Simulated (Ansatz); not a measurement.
# Al$_{2}$Ru: how the energy converges with the cutoff

Al$_{2}$Ru, Fddd, a = 4.705 Å, b = 7.980 Å, c = 8.783 Å. The structure is a Materials Project entry; whether it is the stable form wasn't checked. Ansatz: r2SCAN, PAW, cutoff varied, Γ-centred 10×10×10 mesh on 6 atoms, Gaussian smearing 0.01 eV; no spin polarisation. Single points at one geometry, the cutoff alone changed; ΔE is the energy at zero smearing over the run at 850 eV (runs within 0.3 meV/atom of it are left out). The runs up to 460 eV lie under the cutoff recommended for these PAW datasets.

```
cutoff (eV)  ΔE (meV/atom)
        150       16133.30
        200        3233.71
        250         598.02
        300          85.69
        350          11.29
        380           4.77
        460           1.80
        500              ?
        520           1.01
        600           0.51
```

Q: Assume ΔE falls exponentially with the cutoff, fit y = ln ΔE against x, the cutoff in eV, to the other rows, and predict the missing value.

A: y = 9.689, 8.081, 6.394, 4.451, 2.424, 1.562, 0.588, 0.010, -0.673. Means x = 356.7, y = 3.6140; Σ(Δx)² = 179000, ΣΔxΔy = -4284; the slope is their ratio. y = 12.15 − 0.02393 x, a factor of ten per 96 eV. At 500 eV this gives ΔE = 1.20 meV/atom. The run gave 1.23, a ratio of 0.98. Between neighbouring rows the decay runs from a factor of ten per 57 eV to one per 270 eV, so one exponential is only a rough guide. The fast fall gives way to a slow tail, so a fit to low cutoffs promises convergence too early.